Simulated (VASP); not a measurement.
# SnTe (F-43m) in VASP: a series of runs, part 2 of 2

VASP 6.6.1.

## (3) Single point, HSE06

File POSCAR:

```
SnTe
1.0
    0.0000000000      3.6111460000      3.6111460000
    3.6111460000      0.0000000000      3.6111460000
    3.6111460000      3.6111460000      0.0000000000
Te Sn
1 1
Direct
    0.2500000000      0.2500000000      0.2500000000
    0.0000000000      0.0000000000      0.0000000000
```

File INCAR.step1:

```
SYSTEM = SnTe
PREC = Accurate ; ENCUT = 400
EDIFF = 1E-5 ; ISMEAR = 0
SIGMA = 0.01 ; LREAL = .False.
LASPH = .True. ; NELM = 100
ALGO = Normal ; ISIF = 2
LWAVE = .True. ; LCHARG = .False.
NBANDS = 18 ; NKRED = 2
GGA = PE
```

File INCAR.step2:

```
SYSTEM = SnTe
PREC = Accurate ; ENCUT = 400
EDIFF = 1E-6 ; ISMEAR = 0
SIGMA = 0.01 ; LREAL = .False.
LASPH = .True. ; NELM = 100
ALGO = Normal ; ISIF = 2
LWAVE = .False. ; LCHARG = .False.
GGA = PE ; LHFCALC = .True.
HFSCREEN = 0.2 ; PRECFOCK = Fast
NBANDS = 18 ; NKRED = 2
ISTART = 1
```

File KPOINTS:

```
regular mesh
0
Gamma
  4 4 4
  0 0 0
```

Potentials or basis: VASP PAW PBE potentials, release 64 (Te, Sn_d).

On the command line:

```bash
> cat potpaw_PBE.64/Te/POTCAR potpaw_PBE.64/Sn_d/POTCAR > POTCAR
> cp INCAR.step1 INCAR
> mpirun -np 1 vasp_std > vasp.out
> cp INCAR.step2 INCAR
> mpirun -np 1 vasp_std > vasp.out
```

OUTCAR:

```text
SYSTEM = SnTe
   PREC = Accurate
   ENCUT = 400
   EDIFF = 1E-6
   ISMEAR = 0
   LREAL = .False.
   LASPH = .True.
   NELM = 100
   ISIF = 2
   GGA = PE
   LHFCALC = .True.
   HFSCREEN = 0.2
   PRECFOCK = Fast
   NKRED = 2
   ISTART = 1

 Found      8 irreducible k-points:

 Following reciprocal coordinates:
            Coordinates               Weight
  0.000000  0.000000  0.000000      1.000000
  0.250000  0.000000  0.000000      8.000000
  0.500000  0.000000  0.000000      4.000000
  0.250000  0.250000  0.000000      6.000000
  0.500000  0.250000  0.000000     24.000000
 -0.250000  0.250000  0.000000     12.000000
   k-points           NKPTS =      8   k-points in BZ     NKDIM =     64   number of bands    NBANDS=     18
   number of dos      NEDOS =    301   number of ions     NIONS =      2
   total plane-waves  NPLWV =  46656
   dimension x,y,z NGX =    36 NGY =   36 NGZ =   36
   dimension x,y,z NGXF=    72 NGYF=   72 NGZF=   72
   ions per type =               1   1
   NGX,Y,Z   is equivalent  to a cutoff of  11.72, 11.72, 11.72 a.u.
   NGXF,Y,Z  is equivalent  to a cutoff of  23.44, 23.44, 23.44 a.u.
 SYSTEM =  SnTe
   PREC   = accura    normal or accurate (medium, high low for compatibility)
   ISTART =      1    job   : 0-new  1-cont  2-samecut
   ICHARG =      0    charge: 1-file 2-atom 10-const
   ISPIN  =      1    spin polarized calculation?
   LNONCOLLINEAR =      F non collinear calculations
   LSORBIT =      F    spin-orbit coupling
   LASPH  =      T    aspherical Exc in radial PAW
   ENCUT  =  400.0 eV  29.40 Ry    5.42 a.u.   8.33  8.33  8.33*2*pi/ulx,y,z
   NELM   =    100;   NELMIN=  2; NELMDL=  0     # of ELM steps
   EDIFF  = 0.1E-05   stopping-criterion for ELM
   LREAL  =      F    real-space projection
   EDIFFG = 0.1E-04   stopping-criterion for IOM
   NSW    =      0    number of steps for IOM
   IBRION =     -1    ionic relax: 0-MD 1-quasi-New 2-CG
   NFREE  =      0    steps in history (QN), initial steepest desc. (CG)
   ISIF   =      2    stress and relaxation
   ISYM   =      3    0-nonsym 1-usesym 2-fastsym
   POTIM  = 0.5000    time-step for ionic-motion
   TEBEG  =    0.0;   TEEND  =   0.0 temperature during run
   PSTRESS=    0.0 pullay stress
   NELECT =      20.0000    total number of electrons
   NUPDOWN=      -1.0000    fix difference up-down
   EMIN   =  10.00;   EMAX   =-10.00  energy-range for DOS
   EFERMI =   0.00;   METHOD = LEGACY
   ISMEAR =     0;   SIGMA  =   0.01  broadening in eV -4-tet -1-fermi 0-gaus
   EFERMI_NEDOS =   21; number of points for ismear=-14 and -15
   IALGO  =     38    algorithm
   IMIX   =      1    mixing-type and parameters
     AMIX     =   0.40;   BMIX     =  1.00
     AMIX_MAG =   1.60;   BMIX_MAG =  1.00
  volume/ion in A,a.u.               =      47.09       317.78
  Fermi-wavevector in a.u.,A,eV,Ry     =   0.976704  1.845704 12.979296  0.953951
  Thomas-Fermi vector in A             =   2.107344
   LORBIT       =      0    0 simple, 1 ext, 2 COOP (PROOUT), +10 PAW based schemes
   GGA     = PE    functional components
   LHFCALC =     T    Hartree Fock is set to
   PRECFOCK=fast      Normal, Fast or Accurate (Low or Medium for compatibility)
   ENCUT4O =  -1.0   cutoff for four orbital integrals eV
   NKREDX  =     2    reduce k-point grid by
   NKREDY  =     2    reduce k-point grid by
   NKREDZ  =     2    reduce k-point grid by
   AEXX    =    0.2500 exact exchange contribution
   HFSCREEN=    0.2000 screening length (either q_TF or 0.3 A-1)
   HFSCREENC=   0.2000 screening length for correlation (either q_TF or 0.3 A-1)
   ENCUTFOCK=  -1.0 apply spherical cutoff to Coloumb kernel
   IVDW    =     0    specifies the selected vdW correction
   LEPSILON=     F    determine dielectric tensor
   LRPA    =     F    only Hartree local field effects (RPA)
 non-spin polarized calculation
 Gauss-broadening in eV      SIGMA  =   0.01
  energy-cutoff  :      400.00
  volume of cell :       94.18
 maximum number of plane-waves:      1724
 NGX is ok and might be reduce to    36
  NGX = 20; NGY = 20; NGZ = 20

 number of electron      19.9999987 magnetization

 Free energy of the ion-electron system (eV)
  ---------------------------------------------------
  ext. energy  EPLUGINS =         0.00000000
  ---------------------------------------------------
  free energy    TOTEN  =        -8.57536885 eV

  energy without entropy =       -8.57536885  energy(sigma->0) =       -8.57536885

 E-fermi :   3.0462     XC(G=0):  -6.2849

 val. band max:        2.9113911486   @ k =  -0.2500   0.5000   0.2500
 cond. band min:       3.4512660707   @ k =   0.5000   0.5000   0.0000
 fundamental gap:      0.5398749221
 Fermi energy:         3.0462428620

 k-point     1 :       0.0000    0.0000    0.0000
  band No.  band energies     occupation
      1     -21.1652      2.00000
      2     -21.1652      2.00000
      3     -21.1652      2.00000
      4     -21.1532      2.00000
      5     -21.1532      2.00000
      6      -9.8128      2.00000
[... 10 lines left out ...]
     17      11.1828      0.00000
     18      11.1828      0.00000

 k-point     2 :       0.2500    0.0000    0.0000
  band No.  band energies     occupation
      1     -21.1657      2.00000
      2     -21.1657      2.00000
      3     -21.1647      2.00000
      4     -21.1539      2.00000
      5     -21.1539      2.00000
      6      -9.5284      2.00000
[... 10 lines left out ...]
     17      10.6981      0.00000
     18      13.5398      0.00000

 k-point     3 :       0.5000    0.0000    0.0000
  band No.  band energies     occupation
      1     -21.1657      2.00000
      2     -21.1635      2.00000
      3     -21.1635      2.00000
      4     -21.1531      2.00000
      5     -21.1530      2.00000
      6      -9.1981      2.00000
[... 10 lines left out ...]
     17      10.5194      0.00000
     18      11.7919      0.00000

 k-point     4 :       0.2500    0.2500    0.0000
  band No.  band energies     occupation
      1     -21.1670      2.00000
      2     -21.1634      2.00000
      3     -21.1634      2.00000
      4     -21.1550      2.00000
      5     -21.1532      2.00000
      6      -9.4548      2.00000
[... 10 lines left out ...]
     17      12.4860      0.00000
     18      12.4860      0.00000

 k-point     5 :       0.5000    0.2500    0.0000
  band No.  band energies     occupation
      1     -21.1676      2.00000
      2     -21.1636      2.00000
      3     -21.1623      2.00000
      4     -21.1546      2.00000
      5     -21.1537      2.00000
      6      -9.0641      2.00000
[... 10 lines left out ...]
     17      11.6265      0.00000
     18      12.2342      0.00000

 k-point     6 :      -0.2500    0.2500    0.0000
  band No.  band energies     occupation
      1     -21.1661      2.00000
      2     -21.1634      2.00000
      3     -21.1633      2.00000
      4     -21.1544      2.00000
      5     -21.1536      2.00000
      6      -9.2240      2.00000
[... 10 lines left out ...]
     17      11.7024      0.00000
     18      12.5058      0.00000

 [... further k-points ...]
[... 5 lines left out ...]
  --------------------------------------------------------------------------------------
  -------------------------------------------------------------------------------------
  Total       -0.7191916     -0.7191916     -0.7191916      0.0000000      0.0000000      0.0000000
  in kB      -12.2346069    -12.2346069    -12.2346069      0.0000000      0.0000000      0.0000000
  external PRESSURE =     -12.2346069 kB  Pullay stress =       0.0000000 kB

 VOLUME and BASIS-vectors are now :
 -----------------------------------------------------------------------------
  energy-cutoff  :      400.00
  volume of cell :       94.18
      direct lattice vectors                 reciprocal lattice vectors
     0.000000000  3.611146000  3.611146000    -0.138460201  0.138460201  0.138460201
     3.611146000  0.000000000  3.611146000     0.138460201 -0.138460201  0.138460201
     3.611146000  3.611146000  0.000000000     0.138460201  0.138460201 -0.138460201

 POSITION                                       TOTAL-FORCE (eV/Angst)
 -----------------------------------------------------------------------------------
      1.80557      1.80557      1.80557         0.000000     -0.000000      0.000000
      0.00000      0.00000      0.00000        -0.000000      0.000000     -0.000000
 -----------------------------------------------------------------------------------
    total drift:                                0.000007     -0.000034     -0.000022

  FREE ENERGIE OF THE ION-ELECTRON SYSTEM (eV)
  ---------------------------------------------------
  free  energy   TOTEN  =        -8.5753688526 eV

  energy  without entropy=       -8.5753688526  energy(sigma->0) =       -8.57536885
```

Wall time 40 s (1 thread of Intel Xeon Platinum 8488C (Sapphire Rapids), shared host); peak memory 0.3 GiB.

The run converged, but some of its settings lie outside the range that counts as converged, so its numbers aren't taken as properties of the crystal.

Results:

- Free energy: -8.5754 eV
- Pressure: -1.2 GPa
- Band gap on the k mesh: 0.54 eV, indirect (least direct gap 1.29 eV)

Caveat: the PAW data sets were made with another functional, which shifts forces and pressure a little; spin-orbit coupling is left out, which moves the levels of the heavy elements.

## (4) Single point, HSE06

POSCAR is that of step 3.

File INCAR.step1:

```
SYSTEM = SnTe
PREC = Accurate ; ENCUT = 520
EDIFF = 1E-5 ; ISMEAR = 0
SIGMA = 0.01 ; LREAL = .False.
LASPH = .True. ; NELM = 100
ALGO = Normal ; ISIF = 2
LWAVE = .True. ; LCHARG = .False.
NBANDS = 18 ; NKRED = 1
GGA = PE
```

File INCAR.step2:

```
SYSTEM = SnTe
PREC = Accurate ; ENCUT = 520
EDIFF = 1E-6 ; ISMEAR = 0
SIGMA = 0.01 ; LREAL = .False.
LASPH = .True. ; NELM = 100
ALGO = Normal ; ISIF = 2
LWAVE = .False. ; LCHARG = .False.
GGA = PE ; LHFCALC = .True.
HFSCREEN = 0.2 ; PRECFOCK = Fast
NBANDS = 18 ; NKRED = 1
ISTART = 1
```

KPOINTS is that of step 3.

On the command line:

```bash
> cat potpaw_PBE.64/Te/POTCAR potpaw_PBE.64/Sn_d/POTCAR > POTCAR
> cp INCAR.step1 INCAR
> mpirun -np 1 vasp_std > vasp.out
> cp INCAR.step2 INCAR
> mpirun -np 1 vasp_std > vasp.out
```

It took 4 min on 1 thread of Intel Xeon Platinum 8488C (Sapphire Rapids), shared host; peak memory 0.35 GiB.

The run converged, but some of its settings lie outside the range that counts as converged, so its numbers aren't taken as properties of the crystal.

Results:

- Free energy: -8.4696 eV
- Pressure: -0.7 GPa
- Band gap on the k mesh: 0.38 eV, indirect (least direct gap 1.16 eV)

Caveat: the PAW data sets were made with another functional, which shifts forces and pressure a little; spin-orbit coupling is left out, which moves the levels of the heavy elements.

## (5) Relaxation of cell and atoms, HSE06

POSCAR is that of step 4.

File INCAR.step1:

```
SYSTEM = SnTe
PREC     = Accurate       ! precision mode
ENCUT    = 600            ! plane-wave cutoff, eV
EDIFF    = 1E-5           ! SCF threshold, eV
ISMEAR   = 0              ! smearing method
SIGMA    = 0.02           ! smearing width, eV
LREAL    = .FALSE.        ! projectors in reciprocal space
LASPH    = .TRUE.         ! aspherical terms in the spheres
NELM     = 100            ! most SCF steps
ALGO     = Normal         ! electronic algorithm
LWAVE    = .TRUE.         ! write WAVECAR
LCHARG   = .FALSE.        ! write CHGCAR
GGA      = PE             ! functional
KPAR     = 4
```

File INCAR.step2:

```
SYSTEM = SnTe
PREC     = Accurate       ! precision mode
ENCUT    = 600            ! plane-wave cutoff, eV
EDIFF    = 1E-6           ! SCF threshold, eV
ISMEAR   = 0              ! smearing method
SIGMA    = 0.02           ! smearing width, eV
LREAL    = .FALSE.        ! projectors in reciprocal space
LASPH    = .TRUE.         ! aspherical terms in the spheres
NELM     = 100            ! most SCF steps
ALGO     = Normal         ! electronic algorithm
ISIF     = 3              ! what is computed and relaxed
LWAVE    = .FALSE.        ! write WAVECAR
LCHARG   = .FALSE.        ! write CHGCAR
GGA      = PE             ! functional
LHFCALC  = .TRUE.         ! exact exchange
HFSCREEN = 0.2            ! screening, 1/A
PRECFOCK = Fast         
IBRION   = 2              ! ionic algorithm
NSW      = 60             ! ionic steps
EDIFFG   = -0.02          ! ionic threshold
ISTART   = 1            
KPAR     = 4
```

File KPOINTS:

```
regular mesh
0
G
  4 4 4
  0 0 0
```

On the command line:

```bash
> cat potpaw_PBE.64/Te/POTCAR potpaw_PBE.64/Sn_d/POTCAR > POTCAR
> cp INCAR.step1 INCAR
> mpirun -np 4 vasp_std > vasp.out
> cp INCAR.step2 INCAR
> mpirun -np 4 vasp_std > vasp.out
```

Wall time 1.7 min (4 MPI ranks of Intel Xeon 6975P-C (Granite Rapids), shared host); peak memory 0.37 GiB.

The run converged. Its results:

```
Free energy                            : -8.4760 eV
Relaxed volume                         : 45.71 Å³/atom
Relaxed cell                           : a = 5.056 Å, b = 5.056 Å, c = 5.056 Å, α = 60.00°, β = 60.00°, γ = 60.00°
Space group after relaxing (to 0.05 Å) : F-43m (No. 216)
Energy gained by relaxing              : 2.9 meV/atom
Ionic steps                            : 2
Pressure after relaxing                : 0.1 GPa
Band gap on the k mesh                 : 0.28 eV, indirect (least direct gap 1.12 eV)
```

The path:
| step | energy change (eV) | largest force (eV/Å) | pressure (GPa) | volume (Å³) |
| --- | --- | --- | --- | --- |
| 1 | 0.0000 | 0.0000 | -0.70 | 94.18 |
| 2 | -0.0059 | 0.0000 | 0.05 | 91.41 |

Final structure:
```yaml
crystal:
  lattice:
    - [0.00000, 3.57538, 3.57538]
    - [3.57538, 0.00000, 3.57538]
    - [3.57538, 3.57538, 0.00000]
  atoms:
    - { symbol: Te, position: [0.25000, 0.25000, 0.25000] }
    - { symbol: Sn, position: [0.00000, 0.00000, 0.00000] }
```

Levels at points of the mesh, in eV from the valence-band top:
| k point | band 8 | band 9 | band 10 | band 11 | band 12 | band 13 |
| --- | --- | --- | --- | --- | --- | --- |
| (0.00, 0.00, 0.00) | -2.40 | -2.40 | -2.40 | 1.29 | 1.29 | 1.29 |
| (0.50, 0.00, 0.00) | -3.01 | -3.01 | -2.33 | 2.16 | 2.16 | 4.01 |
| (0.50, 0.50, 0.00) | -3.76 | -3.76 | -0.84 | 0.28 | 4.59 | 4.59 |

Caveat: the PAW data sets were made with another functional, which shifts forces and pressure a little; spin-orbit coupling is left out, which moves the levels of the heavy elements.

## (6) For comparison

An earlier run on the cell as given: functional PBEsol; potentials or basis VASP PAW PBE potentials, release 64 (Te, Sn_d); cutoff 520 eV; k mesh 7 × 7 × 7; occupations fermi-dirac, width 0.05 eV; no spin polarisation.

* Pressure: -1.4 GPa
* Band gap on the k mesh: 0.28 eV, indirect (least direct gap 0.79 eV)
